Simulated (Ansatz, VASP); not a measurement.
Two plane-wave programs on HfO2

```
CELL_PARAMETERS angstrom
5.06769 0.00030 0.00030
0.00030 5.06769 0.00030
0.00030 0.00030 5.06769
ATOMIC_POSITIONS crystal
Hf 0.99940 0.99940 0.99940
Hf 0.99948 0.49947 0.49946
Hf 0.49946 0.99948 0.49947
Hf 0.49947 0.49946 0.99948
O 0.27658 0.27658 0.27658
O 0.22912 0.22910 0.76994
O 0.22910 0.76994 0.22912
O 0.27645 0.72246 0.72247
O 0.76994 0.22912 0.22910
O 0.72247 0.27645 0.72246
O 0.72246 0.72247 0.27645
O 0.76982 0.76982 0.76982
```

Alike in both runs: functional PBEsol; k mesh 4 × 4 × 4; no spin polarisation.

Ansatz relaxed the structure, and its values are those at the end. VASP's run is a single point on that final structure, the one shown.

|  | VASP | Ansatz |
| --- | --- | --- |
| version | VASP 6.6.1 | Ansatz 0.2.0 |
| potentials or method | VASP PAW PBE potentials, release 64 (Hf_pv, O) | scalar-relativistic, plane waves, PAW |
| plane-wave cutoff (eV) | 520 | 560 |
| occupations | gaussian, width 0.01 eV | fixed |
| valence electrons in the cell | 88 | 152 |

Ansatz gave:

* gap on the k mesh at the Fermi level (eV): 4.33
* least direct gap on the mesh (eV): 4.37
* pressure (GPa): 0.0
* rms of the force components (eV/Å): 0.001

Q: Estimate VASP's values.

A: gap on the k mesh at the Fermi level (eV): 4.32; least direct gap on the mesh (eV): 4.37; pressure (GPa): -3.4; rms of the force components (eV/Å): 0.005.

The two sets of potentials don't hold the same shells in valence. Ansatz warned: «metallic_iterate».

Caveats: the PAW data sets were made with another functional, which shifts forces and pressure a little (VASP); spin-orbit coupling is left out, which moves the levels of the heavy elements. A k mesh can miss the band edges. A hybrid or GW would open this gap; PBEsol tends to underestimate it.
